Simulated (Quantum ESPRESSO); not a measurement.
Here is a Quantum ESPRESSO 7.5 calculation.

File pw.in:

```
&CONTROL
  calculation = 'scf'
  prefix = 'pwscf'
  outdir = './tmp'
  pseudo_dir = './pseudo'
  tprnfor = .true.
  tstress = .true.
  disk_io = 'low'
/
&SYSTEM
  ibrav = 0
  nat = 2
  ntyp = 1
  ecutwfc = 88
  nbnd = 9
  input_dft = 'XC-000I-000I-000I-000I-202L-231L'
  occupations = 'smearing'
  smearing = 'fd'
  degauss = 0.00367493
  nosym = .true.
/
&ELECTRONS
  conv_thr = 1d-08
  electron_maxstep = 120
  mixing_beta = 0.5
/
ATOMIC_SPECIES
C     12.0110 C_ONCV_PBE-1.2.upf
CELL_PARAMETERS angstrom
   0.0000000000    1.7833700000    1.7833700000
   1.7833700000    0.0000000000    1.7833700000
   1.7833700000    1.7833700000    0.0000000000
ATOMIC_POSITIONS crystal
C      0.7500000000    0.7500000000    0.7500000000
C      0.5000000000    0.5000000000    0.5000000000
K_POINTS automatic
10 10 10 0 0 0
```

Contents of bands.in:

```
&CONTROL
  calculation = 'bands'
  prefix = 'pwscf'
  outdir = './tmp'
  pseudo_dir = './pseudo'
  disk_io = 'low'
  verbosity = 'high'
/
&SYSTEM
  ibrav = 0
  nat = 2
  ntyp = 1
  ecutwfc = 88
  nbnd = 9
  input_dft = 'XC-000I-000I-000I-000I-202L-231L'
  occupations = 'smearing'
  smearing = 'fd'
  degauss = 0.00367493
  nosym = .true.
/
&ELECTRONS
  conv_thr = 1d-08
  electron_maxstep = 120
  mixing_beta = 0.5
  diago_full_acc = .true.
  startingwfc = 'random'
/
ATOMIC_SPECIES
C     12.0110 C_ONCV_PBE-1.2.upf
CELL_PARAMETERS angstrom
   0.0000000000    1.7833700000    1.7833700000
   1.7833700000    0.0000000000    1.7833700000
   1.7833700000    1.7833700000    0.0000000000
ATOMIC_POSITIONS crystal
C      0.7500000000    0.7500000000    0.7500000000
C      0.5000000000    0.5000000000    0.5000000000
K_POINTS crystal
60
 0.0000000000  0.0000000000  0.0000000000 1
 0.0625000000  0.0000000000  0.0625000000 1
 0.1250000000  0.0000000000  0.1250000000 1
 0.1875000000  0.0000000000  0.1875000000 1
 0.2500000000  0.0000000000  0.2500000000 1
 0.3125000000  0.0000000000  0.3125000000 1
 0.3750000000  0.0000000000  0.3750000000 1
 0.4375000000  0.0000000000  0.4375000000 1
 0.5000000000  0.0000000000  0.5000000000 1
 0.5000000000  0.0625000000  0.5625000000 1
 0.5000000000  0.1250000000  0.6250000000 1
 0.5000000000  0.1875000000  0.6875000000 1
 0.5000000000  0.2500000000  0.7500000000 1
 0.4375000000  0.3125000000  0.7500000000 1
 0.3750000000  0.3750000000  0.7500000000 1
 0.3375000000  0.3375000000  0.6750000000 1
 0.3000000000  0.3000000000  0.6000000000 1
 0.2625000000  0.2625000000  0.5250000000 1
 0.2250000000  0.2250000000  0.4500000000 1
 0.1875000000  0.1875000000  0.3750000000 1
 0.1500000000  0.1500000000  0.3000000000 1
 0.1125000000  0.1125000000  0.2250000000 1
 0.0750000000  0.0750000000  0.1500000000 1
 0.0375000000  0.0375000000  0.0750000000 1
 0.0000000000  0.0000000000  0.0000000000 1
 0.0625000000  0.0625000000  0.0625000000 1
 0.1250000000  0.1250000000  0.1250000000 1
 0.1875000000  0.1875000000  0.1875000000 1
 0.2500000000  0.2500000000  0.2500000000 1
 0.3125000000  0.3125000000  0.3125000000 1
 0.3750000000  0.3750000000  0.3750000000 1
 0.4375000000  0.4375000000  0.4375000000 1
 0.5000000000  0.5000000000  0.5000000000 1
 0.5250000000  0.4500000000  0.5250000000 1
 0.5500000000  0.4000000000  0.5500000000 1
 0.5750000000  0.3500000000  0.5750000000 1
 0.6000000000  0.3000000000  0.6000000000 1
 0.6250000000  0.2500000000  0.6250000000 1
 0.5833333333  0.2500000000  0.6666666667 1
 0.5416666667  0.2500000000  0.7083333333 1
 0.5000000000  0.2500000000  0.7500000000 1
 0.5000000000  0.2857142857  0.7142857143 1
 0.5000000000  0.3214285714  0.6785714286 1
 0.5000000000  0.3571428571  0.6428571429 1
 0.5000000000  0.3928571429  0.6071428571 1
 0.5000000000  0.4285714286  0.5714285714 1
 0.5000000000  0.4642857143  0.5357142857 1
 0.5000000000  0.5000000000  0.5000000000 1
 0.4821428571  0.4821428571  0.5357142857 1
 0.4642857143  0.4642857143  0.5714285714 1
 0.4464285714  0.4464285714  0.6071428571 1
 0.4285714286  0.4285714286  0.6428571429 1
 0.4107142857  0.4107142857  0.6785714286 1
 0.3928571429  0.3928571429  0.7142857143 1
 0.3750000000  0.3750000000  0.7500000000 1
 0.6250000000  0.2500000000  0.6250000000 1
 0.5937500000  0.1875000000  0.5937500000 1
 0.5625000000  0.1250000000  0.5625000000 1
 0.5312500000  0.0625000000  0.5312500000 1
 0.5000000000  0.0000000000  0.5000000000 1
```

Potentials or basis: SG15 PBE 1.2.

Run with:

```console
$ OMP_NUM_THREADS=1 pw.x -in pw.in > pw.out
$ OMP_NUM_THREADS=1 pw.x -in bands.in > bands.out
```

**Question.** Estimate the band gap on the k mesh.

**Answer.** 4.29 eV, indirect (least direct gap 5.83 eV).

**Question.** Estimate the pressure.

**Answer.** 1.8 GPa.

**Question.** What does it give for the band gap along the path?

**Answer.** 4.26 eV, indirect (least direct gap 5.83 eV).

Levels at the corners of the path, in eV from the valence-band top:
```csv
point,band 1,band 2,band 3,band 4,band 5,band 6,band 7,band 8,band 9
Γ,-21.78,0.00,0.00,0.00,5.83,5.83,5.83,13.70,19.21
X,-12.93,-12.93,-6.35,-6.35,4.88,4.88,17.19,17.19,23.48
W,-12.13,-12.13,-8.41,-8.41,10.78,10.78,12.67,12.67,21.59
K,-13.15,-11.88,-9.41,-5.41,5.82,10.96,14.72,15.98,18.88
Γ,-21.78,0.00,0.00,0.00,5.83,5.83,5.83,13.70,19.21
L,-15.92,-13.54,-2.82,-2.82,8.74,8.74,9.10,15.85,21.95
U,-13.15,-11.88,-9.41,-5.41,5.82,10.96,14.72,15.98,18.88
W,-12.13,-12.13,-8.41,-8.41,10.78,10.78,12.67,12.67,21.59
L,-15.92,-13.54,-2.82,-2.82,8.74,8.74,9.10,15.85,21.95
K,-13.15,-11.88,-9.41,-5.41,5.82,10.96,14.72,15.98,18.88
U,-13.15,-11.88,-9.41,-5.41,5.82,10.96,14.72,15.98,18.88
X,-12.93,-12.93,-6.35,-6.35,4.88,4.88,17.19,17.19,23.48
```

Caveat: the potentials were made for another functional, which shifts forces and pressure. TPSS opens gaps a little over a GGA but as a rule still falls short of measured ones.
